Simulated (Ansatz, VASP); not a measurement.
**Two plane-wave programs on Zn**

The input INCAR:

```
SYSTEM = Zn
PREC = Accurate
ENCUT = 520
EDIFF = 1E-7
ISMEAR = -1
SIGMA = 0.05
LREAL = .False.
LASPH = .True.
NELM = 100
ALGO = Normal
ISIF = 2
LWAVE = .False.
LCHARG = .False.
GGA = PS
NBANDS = 19
```

KPOINTS

```
Automatic mesh
0
Gamma
  11 11 6
  0 0 0
```

Contents of POSCAR:

```
Zn
1.0
    2.6876826345      0.0000000000      0.0000000000
   -1.3438413173      2.3276014388      0.0000000000
    0.0000000000      0.0000000000      4.9988883757
Zn
2
Direct
    0.6666666667      0.3333333333      0.7500000000
    0.3333333333      0.6666666667      0.2500000000
```

File input.yaml:

```yaml
crystal:
  lattice:
    - [2.6876826345, 0.0, 0.0]
    - [-1.3438413173, 2.3276014388, 0.0]
    - [0.0, 0.0, 4.9988883757]
  atoms:
    - { symbol: Zn, position: [0.6666666667, 0.3333333333, 0.75] }
    - { symbol: Zn, position: [0.3333333333, 0.6666666667, 0.25] }
hamiltonian:
  xc: pbesol
  pseudopotentials: { kind: paw }
kpoints:
  mp_grid: { grid: [11, 11, 6] }
scf:
  occupations: { method: fermi_dirac, width: 0.05 }
output:
  forces: true
  stress: true
  eigenvalues: true
```

Change from the starting cell: volume scaled by 1.02.

Alike in both runs: task single point; functional PBEsol; k mesh 11 × 11 × 6; occupations fermi-dirac, width 0.05 eV; no spin polarisation.

|  | VASP | Ansatz |
| --- | --- | --- |
| version | VASP 6.6.1 | Ansatz 0.2.0 |
| potentials or method | VASP PAW PBE potentials, release 64 (Zn) | Ansatz PAW |
| plane-wave cutoff (eV) | 520 | 420 |
| valence electrons in the cell | 24 | 24 |

|  | VASP | Ansatz | Ansatz less VASP |
| --- | --- | --- | --- |
| gap on the k mesh at the Fermi level (eV) | none | none | - |
| pressure (GPa) | -6.5 | -6.8 | -0.31 |
| largest component of the traceless stress (GPa) | 0.30 | 0.42 | +0.117 |

A gap of «none» marks a metal or a gap that the smearing closes. With one functional, cell and mesh, what is left measures potentials, basis and numerics.

Caveats: the PAW data sets were made with another functional, which shifts forces and pressure a little (VASP); the PAW data sets come from PBE, with cores solved anew for the run's functional, which leaves a small shift of forces and pressure (Ansatz).
